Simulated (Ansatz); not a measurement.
Fe under changes of volume

One of the cells (12.019 Å³/atom); the others are scaled copies at fixed shape and fractional positions:

```
Fe
1.0
    -1.44300    1.44300    1.44300
     1.44300   -1.44300    1.44300
     1.44300    1.44300   -1.44300
Fe
1
Cartesian
  0.0000 0.0000 0.0000
```

| Item | Value |
| --- | --- |
| Program | Ansatz 0.2.0 |
| Functional | r2SCAN50 |
| Potentials or basis | Ansatz PAW |
| Cutoff | 500 eV (not typed: the program's choice for these potentials) |
| k mesh | 7 × 7 × 7 |
| Occupations | fermi-dirac, width 0.05 eV |
| Spin | collinear spin, ferromagnetic start |
| Starting moments | [3.0] μB |

```tsv
volume (Å³/atom)	energy over the lowest point (meV/atom)	pressure (GPa)
11.298	77.68	22.0
11.538	48.38	16.8
11.778	26.61	12.0
12.019	?	?
12.259	3.14	3.9
12.499	0.00	0.5
12.740	1.51	-2.6
```

Problem. What does the run at 12.019 Å³/atom give?

Solution. Energy over the lowest point 11.97 meV/atom; pressure 7.8 GPa.

Worked out: A Birch-Murnaghan fit of order 3 (a polynomial in V^(-2/3)) to the other rows has its minimum at 12.54 Å³/atom with B0 = V·E''(V) = 165 GPa and B' = 5.2. It gives 11.83 meV/atom at 12.019 Å³/atom, against the run's 11.97, and -dE/dV = 7.7 GPa, against 7.8.

Energies are extrapolated to zero smearing.

Caveats: all runs use coarse meshes; the magnetic or orbital state may not be the lowest; the PAW data sets come from PBE, with cores solved anew for the run's functional, which leaves a small shift of forces and pressure; the thresholds are loose for stress.
